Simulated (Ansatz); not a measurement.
## Nudged elastic band run: Si

input.yaml

```yaml
crystal:
  lattice:
    - [0.0, 5.43, 5.43]
    - [5.43, 0.0, 5.43]
    - [5.43, 5.43, 0.0]
  atoms:
    - { symbol: Si, position: [-0.0031025, -0.0026837, 0.00232526] }
    - { symbol: Si, position: [0.12312936, 0.12366874, 0.12982289] }
    - { symbol: Si, position: [-0.00027813, 0.00112008, 0.49852251] }
    - { symbol: Si, position: [0.12247338, 0.1233671, 0.62218096] }
    - { symbol: Si, position: [-0.00312808, 0.50382084, 0.00224095] }
    - { symbol: Si, position: [0.12614889, 0.62506182, 0.12403699] }
    - { symbol: Si, position: [-0.00355601, 0.50381088, 0.49637002] }
    - { symbol: Si, position: [0.1224502, 0.63248435, 0.62206962] }
    - { symbol: Si, position: [0.50313021, -0.00274644, 0.00258172] }
    - { symbol: Si, position: [0.6245676, 0.12625922, 0.12434826] }
    - { symbol: Si, position: [0.5027004, -0.00273746, 0.49675152] }
    - { symbol: Si, position: [0.63104755, 0.12339934, 0.62251182] }
    - { symbol: Si, position: [0.4999378, 0.50007672, 1.338e-05] }
    - { symbol: Si, position: [0.62451249, 0.62507375, 0.12424704] }
    - { symbol: Si, position: [0.50270725, 0.50373125, 0.49664291] }
    - { symbol: Si, position: [0.62415602, 0.62498134, 0.62624877] }
    - { symbol: Si, position: [0.24968126, 0.25122776, 0.74844368] }
basis:
  ecutwfc: 420.0
kpoints:
  mp_grid: { grid: [2, 2, 2] }
hamiltonian:
  xc: pbesol
scf:
  occupations: { method: fermi_dirac, width: 0.02 }
  lower_state_search: "off"
neb:
  images: 4
  f_tol: 0.05
  max_iterations: 23
  order_check: false
  climbing: immediate
  final_atoms:
    - { symbol: Si, position: [0.00032968, 0.00041149, 0.00038575] }
    - { symbol: Si, position: [0.12504641, 0.1248967, 0.12493811] }
    - { symbol: Si, position: [0.00042449, 0.00061319, 0.49861874] }
    - { symbol: Si, position: [0.12177784, 0.12223641, 0.62796513] }
    - { symbol: Si, position: [0.0004597, 0.49856219, 0.00061128] }
    - { symbol: Si, position: [0.12182857, 0.62796601, 0.12216656] }
    - { symbol: Si, position: [-0.00669007, 0.50233997, 0.50230529] }
    - { symbol: Si, position: [0.12194362, 0.62816757, 0.62818553] }
    - { symbol: Si, position: [0.49876963, 0.00048047, 0.00044316] }
    - { symbol: Si, position: [0.62798795, 0.1220632, 0.12194288] }
    - { symbol: Si, position: [0.50189043, -0.00565581, 0.5019479] }
    - { symbol: Si, position: [0.62805209, 0.12231701, 0.62801401] }
    - { symbol: Si, position: [0.50197561, 0.50206754, -0.00593187] }
    - { symbol: Si, position: [0.62808562, 0.62802984, 0.1222318] }
    - { symbol: Si, position: [0.50227544, 0.50249974, 0.50245025] }
    - { symbol: Si, position: [0.62469279, 0.62570245, 0.62543281] }
    - { symbol: Si, position: [0.37471491, 0.37568042, 0.37542999] }
```

Command:

```bash
$ ansatz run input.yaml --threads 1 --pin off --max-ram 3072MiB --backend cpu --events-out ev --progress --plain --runs-dir out
```

Output, in part (warnings, iteration lines):

```
NEB end point (image 0): max|allowed force component| = 2.681e-2 eV/Å (the criterion of neb.relax_end_points is 1.000e-2)
NEB end point (image 5): max|allowed force component| = 1.891e-2 eV/Å (the criterion of neb.relax_end_points is 1.000e-2)
NEB iter   1: max|band force component| = 1.563e0 eV/Å  barrier→ = 0.9331 eV  barrier← = 0.9333 eV  CI = image 3  Δτ_max = 0.1308 Å  (44 SCF iters)
NEB iter   2: max|band force component| = 7.414e-1 eV/Å  barrier→ = 0.5032 eV  barrier← = 0.5034 eV  CI = image 2  Δτ_max = 0.1955 Å  (26 SCF iters)
NEB iter   3: max|band force component| = 6.710e-1 eV/Å  barrier→ = 0.3500 eV  barrier← = 0.3502 eV  CI = image 2  Δτ_max = 0.1471 Å  (27 SCF iters)
NEB iter   4: max|band force component| = 3.887e-1 eV/Å  barrier→ = 0.3027 eV  barrier← = 0.3028 eV  CI = image 3  Δτ_max = 0.1914 Å  (25 SCF iters)
NEB iter   5: max|band force component| = 1.303e-1 eV/Å  barrier→ = 0.3085 eV  barrier← = 0.3087 eV  CI = image 3  Δτ_max = 0.1280 Å  (24 SCF iters)
NEB iter   6: max|band force component| = 9.003e-2 eV/Å  barrier→ = 0.3022 eV  barrier← = 0.3023 eV  CI = image 3  Δτ_max = 0.0972 Å  (23 SCF iters)
NEB iter   7: max|band force component| = 1.207e-1 eV/Å  barrier→ = 0.2994 eV  barrier← = 0.2996 eV  CI = image 3  Δτ_max = 0.0484 Å  (22 SCF iters)
NEB iter   8: max|band force component| = 1.610e-2 eV/Å  barrier→ = 0.2996 eV  barrier← = 0.2998 eV  CI = image 3  Δτ_max = 0.0000 Å  (19 SCF iters)
```

It converged. The order of the stationary point at the top wasn't checked. Limits of this set-up: coarse k mesh.

Final band (atoms are numbered from 1 in the order of the input):

```csv
image,path coordinate (Å),energy (eV),Si2–Si17 (Å),Si13–Si17 (Å)
0,0.00,0.000,2.39,4.69
1,0.57,0.115,2.45,4.22
2,1.15,0.263,2.62,3.73
3,1.72,0.300,3.11,3.10
4,2.49,0.191,4.01,2.51
5,3.26,0.000,4.70,2.39
```

Time of the run: 3.1 min on 1 CPU thread of a shared host.
